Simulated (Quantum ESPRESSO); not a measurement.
**CaO in Quantum ESPRESSO: the effect of functional**

The system is CaO.

```
CELL_PARAMETERS angstrom
0.00000 2.40356 2.40356
2.40356 0.00000 2.40356
2.40356 2.40356 0.00000
ATOMIC_POSITIONS crystal
Ca 0.00000 0.00000 0.00000
O 0.50000 0.50000 0.50000
```

The cell is a database's computed one.

Alike in all runs:

- Program: Quantum ESPRESSO 7.5
- Task: dielectric tensor
- Cutoff: 1143 eV
- Density cutoff: 4572 eV
- k mesh: 8 × 8 × 8, shifted
- Occupations: fermi-dirac, width 0.05 eV
- Spin: no spin polarisation

```tsv
functional	potentials or basis	pressure (GPa)	dielectric constant (mean)
LDA	PseudoDojo 0.4.1 SR LDA standard	-7.3	3.83
PBEsol	PseudoDojo 0.4.1 SR PBEsol standard	-3.0	3.83
WC	PseudoDojo 0.4.1 SR PBE standard	-2.8	3.83
BLYP	PseudoDojo 0.4.1 SR PBE standard	4.3	3.69
AM05	PseudoDojo 0.4.1 SR PBE standard	?	?
```

Task: What does the run with functional AM05 give?

Result: Pressure -1.9 GPa; dielectric constant 3.82 mean.

Caveats: the cell is more than 3 GPa from zero pressure, which shifts response properties (some runs); the potentials were made for another functional, which shifts forces and pressure (some runs).

Runs at the PBE level aren't shown here.
